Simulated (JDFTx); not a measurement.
# As (R-3m) in JDFTx: equation of state, part 2 of 2

JDFTx 1.7.0 (patched build). The steps go on from the part before.

**6. Equation of state, PBEsol, 21.96 Å³/atom (volume scaled by 1.02)**

As.in

```
lattice \
    3.5777294095    -3.5777294095     0.0000000000 \
    2.0656030377     2.0656030377    -4.1312060753 \
    6.6845936174     6.6845936174     6.6845936174
coords-type Lattice
ion As     0.2260000000     0.2260000000     0.2260000000 1
ion As     0.7740000000     0.7740000000     0.7740000000 1

ion-species pseudo/As.upf
elec-cutoff 42 336
elec-ex-corr gga-PBEsol
kpoint-folding 9 9 9
elec-smearing Fermi 0.0018374661
elec-n-bands 22
electronic-SCF nIterations 100 energyDiffThreshold 1e-09
electronic-minimize nIterations 30 energyDiffThreshold 1e-7
forces-output-coords Cartesian

dump-name run.$VAR
dump End Ecomponents EigStats BandEigs Kpoints Forces Stress ElecDensity Dtot KEdensity
```

Potentials or basis: PseudoDojo-SR-PBEsol-0.4.1-standard with smoothed tails.

On the command line:

```
$ jdftx -c 1 -i As.in -o As.out
```

Standard output:

```text
*************** JDFTx 1.7.0 (patched build) ***************

Input parsed successfully to the following command list (including defaults):
[... the input with its defaults ...]

---------- Setting up symmetries ----------

Non-trivial transmission matrix:
[   1   0   0  ]
[  -1   1   0  ]
[   0  -1   1  ]
with reduced lattice vectors:
[      7.155459     -3.577729      0.000000  ]
[      0.000000      6.196809     -4.131206  ]
[      0.000000      0.000000      6.684594  ]

Found 12 point-group symmetries of the bravais lattice
Found 12 space-group symmetries with basis
Applied RMS atom displacement 0 bohrs to make symmetries exact.

---------- Initializing the Grid ----------
R =
[      3.57773     -3.57773            0  ]
[       2.0656       2.0656     -4.13121  ]
[      6.68459      6.68459      6.68459  ]
unit cell volume = 296.402
G =
[   0.878097   0.506969   0.313317  ]
[  -0.878097   0.506969   0.313317  ]
[ 7.09068e-18   -1.01394   0.313317  ]
Minimum fftbox size, Smin = [  68  68  68  ]
Chosen fftbox size, S = [  70  70  70  ]

---------- Initializing tighter grid for wavefunction operations ----------
R =
[      3.57773     -3.57773            0  ]
[       2.0656       2.0656     -4.13121  ]
[      6.68459      6.68459      6.68459  ]
unit cell volume = 296.402
G =
[   0.878097   0.506969   0.313317  ]
[  -0.878097   0.506969   0.313317  ]
[ 7.09068e-18   -1.01394   0.313317  ]
Minimum fftbox size, Smin = [  48  48  48  ]
Chosen fftbox size, S = [  48  48  48  ]

---------- Exchange Correlation functional ----------
Initalized PBEsol GGA exchange.
Initalized PBEsol GGA correlation.

---------- Setting up pseudopotentials ----------
Width of ionic core gaussian charges (only for fluid interactions / plotting) set to 0

Reading pseudopotential file 'pseudo/As.upf':
  'As' pseudopotential, 'PBESOL' functional
  Generated using ONCVPSP code by D. R. Hamann
  15 valence electrons, 3 orbitals, 6 projectors, 1001 radial grid points, with lMax = 2
    3D    l: 2   occupation: 10.0   eigenvalue: -1.493596
    4S    l: 0   occupation:  2.0   eigenvalue: -0.532985
    4P    l: 1   occupation:  3.0   eigenvalue: -0.190970
  Core radius for overlap checks: 1.74 bohrs.

Initialized 1 species with 2 total atoms.

Folded 1 k-points by 9x9x9 to 729 k-points.

---------- Setting up k-points, bands, fillings ----------
Reduced to 85 k-points under symmetry.
Computing the number of bands and number of electrons
Calculating initial fillings.
nElectrons:  30.000000   nBands: 22   nStates: 85

----- Setting up reduced wavefunction bases (one per k-point) -----
average nbasis = 3853.417 , ideal nbasis = 3853.440

---------- Setting up ewald sum ----------
Optimum gaussian width for ewald sums = 2.424270 bohr.
Real space sum over 1331 unit cells with max indices [  5  5  5  ]
Reciprocal space sum over 2197 terms with max indices [  6  6  6  ]

---------- Allocating electronic variables ----------
Initializing wave functions:  linear combination of atomic orbitals
Note: number of bands (22) exceeds available atomic orbitals (18)
As pseudo-atom occupations:   s ( 2 )  p ( 3 )  d ( 10 )
	FillingsUpdate:  mu: +0.399322150  nElectrons: 30.000000
LCAOMinimize: Iter:   0  F: -191.8886145997330175  |grad|_K:  3.626e-04  alpha:  1.000e+00
	FillingsUpdate:  mu: +0.400580338  nElectrons: 30.000000
LCAOMinimize: Iter:   1  F: -191.8904371217856237  |grad|_K:  7.237e-06  alpha:  6.490e-01  linmin:  1.605e-01  cgtest: -3.358e-01
	FillingsUpdate:  mu: +0.400531625  nElectrons: 30.000000
LCAOMinimize: Iter:   2  F: -191.8904379711676427  |grad|_K:  2.618e-06  alpha:  8.989e-01  linmin:  7.254e-05  cgtest:  3.676e-01
LCAOMinimize: Encountered beta<0, resetting CG.
	FillingsUpdate:  mu: +0.400521928  nElectrons: 30.000000
LCAOMinimize: Iter:   3  F: -191.8904380614367255  |grad|_K:  7.491e-08  alpha:  6.405e-01  linmin: -4.684e-05  cgtest:  2.423e-05
LCAOMinimize: Converged (|Delta F|<1.000000e-06 for 2 iters).

-------- Electronic minimization -----------
Will mix electronic density at each iteration.
	FillingsUpdate:  mu: +0.400521928  nElectrons: 30.000000
	FillingsUpdate:  mu: +0.383944157  nElectrons: 30.000000
SCF: Cycle:  0   F: -191.939235018203675   dF: -4.880e-02   |Residual|: 5.695e-02   |deigs|: 2.236e-01
	FillingsUpdate:  mu: +0.385295765  nElectrons: 30.000000
SCF: Cycle:  1   F: -191.944108920618532   dF: -4.874e-03   |Residual|: 2.276e-02   |deigs|: 5.003e-03
	FillingsUpdate:  mu: +0.386557293  nElectrons: 30.000000
SCF: Cycle:  2   F: -191.944596954668441   dF: -4.880e-04   |Residual|: 9.402e-03   |deigs|: 1.148e-03
	FillingsUpdate:  mu: +0.387080430  nElectrons: 30.000000
SCF: Cycle:  3   F: -191.944621995372074   dF: -2.504e-05   |Residual|: 1.599e-03   |deigs|: 6.231e-04
	FillingsUpdate:  mu: +0.387178824  nElectrons: 30.000000
SCF: Cycle:  4   F: -191.944623872625442   dF: -1.877e-06   |Residual|: 6.674e-04   |deigs|: 1.281e-04
	FillingsUpdate:  mu: +0.387196946  nElectrons: 30.000000
SCF: Cycle:  5   F: -191.944624840531532   dF: -9.679e-07   |Residual|: 1.164e-04   |deigs|: 8.654e-05
	FillingsUpdate:  mu: +0.387205164  nElectrons: 30.000000
SCF: Cycle:  6   F: -191.944625065374964   dF: -2.248e-07   |Residual|: 4.981e-05   |deigs|: 3.551e-05
	FillingsUpdate:  mu: +0.387209811  nElectrons: 30.000000
SCF: Cycle:  7   F: -191.944625182811649   dF: -1.174e-07   |Residual|: 2.538e-05   |deigs|: 3.748e-05
	FillingsUpdate:  mu: +0.387209996  nElectrons: 30.000000
SCF: Cycle:  8   F: -191.944625222208089   dF: -3.940e-08   |Residual|: 7.467e-06   |deigs|: 1.525e-05
	FillingsUpdate:  mu: +0.387209873  nElectrons: 30.000000
SCF: Cycle:  9   F: -191.944625241266237   dF: -1.906e-08   |Residual|: 3.989e-06   |deigs|: 1.855e-05
	FillingsUpdate:  mu: +0.387210040  nElectrons: 30.000000
SCF: Cycle: 10   F: -191.944625246821488   dF: -5.555e-09   |Residual|: 3.858e-06   |deigs|: 8.582e-06
	FillingsUpdate:  mu: +0.387209971  nElectrons: 30.000000
SCF: Cycle: 11   F: -191.944625250618401   dF: -3.797e-09   |Residual|: 1.282e-06   |deigs|: 1.192e-05
	FillingsUpdate:  mu: +0.387209932  nElectrons: 30.000000
SCF: Cycle: 12   F: -191.944625251431802   dF: -8.134e-10   |Residual|: 9.449e-07   |deigs|: 5.705e-06
	FillingsUpdate:  mu: +0.387209928  nElectrons: 30.000000
SCF: Cycle: 13   F: -191.944625252114207   dF: -6.824e-10   |Residual|: 9.081e-07   |deigs|: 5.716e-06
SCF: Converged (|Delta E|<1.000000e-09 for 2 iters).

Setting wave functions to eigenvectors of Hamiltonian

# Stress tensor in Cartesian coordinates [Eh/a0^3]:
[  3.57287e-05            0            0  ]
[            0  3.57287e-05            0  ]
[            0            0   4.5825e-05  ]

# Ionic positions in lattice coordinates:
ion As   0.226000000000000   0.226000000000000   0.226000000000000 1
ion As   0.774000000000000   0.774000000000000   0.774000000000000 1

# Forces in Cartesian coordinates:
force As  -0.000000000000000   0.000000000000001   0.004739863470752 1
force As   0.000000000000000   0.000000000000000  -0.004739863470752 1

# Energy components:
   Eewald =     -118.8834354366244810
       EH =       60.5515953528290751
     Eloc =     -154.3299960415820635
      Enl =     -104.5298349327787690
      Exc =      -46.9990293633506937
 Exc_core =       19.9206481756283260
       KE =      152.3254807249005012
-------------------------------------
     Etot =     -191.9445715209781156
       TS =        0.0000537311360906
-------------------------------------
        F =     -191.9446252521142071

IonicMinimize: Iter:   0  F: -191.944625252114207  |grad|_K:  2.737e-03
IonicMinimize: None of the convergence criteria satisfied after 0 iterations.

#--- Lowdin population analysis ---
# oxidation-state As +0.036 +0.036

Dumping 'run.eigStats' ...
	eMin: -0.945881 at state 0 ( [ +0.000000 +0.000000 +0.000000 ] spin 0 )
	HOMO: +0.384385 at state 58 ( [ +0.222222 +0.222222 +0.333333 ] spin 0 )
	mu  : +0.387210
	LUMO: +0.388282 at state 76 ( [ +0.333333 +0.333333 +0.444444 ] spin 0 )
	eMax: +0.868880 at state 61 ( [ +0.222222 +0.222222 -0.333333 ] spin 0 )
	HOMO-LUMO gap: +0.003896
	Optical gap  : +0.021484 at state 28 ( [ +0.111111 +0.111111 +0.444444 ] spin 0 )
Done!
```

Run time: 6.1 min. Hardware: 1 thread of Intel Xeon Platinum 8259CL at 2.50GHz (Skylake/Cascade Lake), shared host; peak memory 0.38 GiB.

What came out:

```yaml
Free_energy: -5223.0793 eV
Pressure: -1.2 GPa
Largest_force: 0.244 eV/Å
Band_gap_on_the_k_mesh: none (metal or under the smearing width)
```

**7. Equation of state, PBEsol, 22.39 Å³/atom (volume scaled by 1.04)**

Changes to As.in since step 6:

```diff
@@ -1,5 +1,5 @@
 lattice \
-    3.5777294095    -3.5777294095     0.0000000000 \
-    2.0656030377     2.0656030377    -4.1312060753 \
-    6.6845936174     6.6845936174     6.6845936174
+    3.6009620697    -3.6009620697     0.0000000000 \
+    2.0790164201     2.0790164201    -4.1580328405 \
+    6.7280012857     6.7280012857     6.7280012857
 coords-type Lattice
```

On the command line:

```
$ jdftx -c 1 -i As.in -o As.out
```

Wall time 6.6 min (1 thread of Intel Xeon Platinum 8259CL at 2.50GHz (Skylake/Cascade Lake), shared host); peak memory 0.39 GiB.

It converged, with:

```yaml
Free_energy: -5223.0695 eV
Pressure: -2.5 GPa
Largest_force: 0.119 eV/Å
Band_gap_on_the_k_mesh: none (metal or under the smearing width)
```

**8. Equation of state, PBEsol, 22.82 Å³/atom (volume scaled by 1.06)**

Changes to As.in since step 7:

```diff
@@ -1,5 +1,5 @@
 lattice \
-    3.6009620697    -3.6009620697     0.0000000000 \
-    2.0790164201     2.0790164201    -4.1580328405 \
-    6.7280012857     6.7280012857     6.7280012857
+    3.6238987522    -3.6238987522     0.0000000000 \
+    2.0922589201     2.0922589201    -4.1845178401 \
+    6.7708559526     6.7708559526     6.7708559526
 coords-type Lattice
```

On the command line:

```
$ jdftx -c 1 -i As.in -o As.out
```

It took 6.3 min on 1 thread of Intel Xeon Platinum 8259CL at 2.50GHz (Skylake/Cascade Lake), shared host; peak memory 0.39 GiB.

The run converged. Its results:

- Free energy: -5223.0529 eV
- Pressure: -3.7 GPa
- Band gap on the k mesh: none (metal or under the smearing width)

**9. Equation of state, PBEsol**

Potentials or basis: PseudoDojo-SR-PBEsol-0.4.1-standard with smoothed tails.

No new run: the results of the series are fitted here.

What came out:

| Quantity | Value |
| --- | --- |
| Equilibrium volume | 21.63 Å³/atom |
| Bulk modulus at fixed shape and positions | 77 GPa |
| Pressure derivative of the bulk modulus | 4.2 |

Energy against volume, from the lowest point:
```
volume (Å³/atom)  energy (meV/atom)
          20.239              23.78
          20.669              10.85
          21.100               3.10
          21.530               0.00
          21.961               1.10
          22.392               6.00
          22.822              14.32
```

Caveat: the cell was scaled at fixed shape and fractional positions, which overstates the stiffness of a crystal with free parameters, most of all of layers and chains.
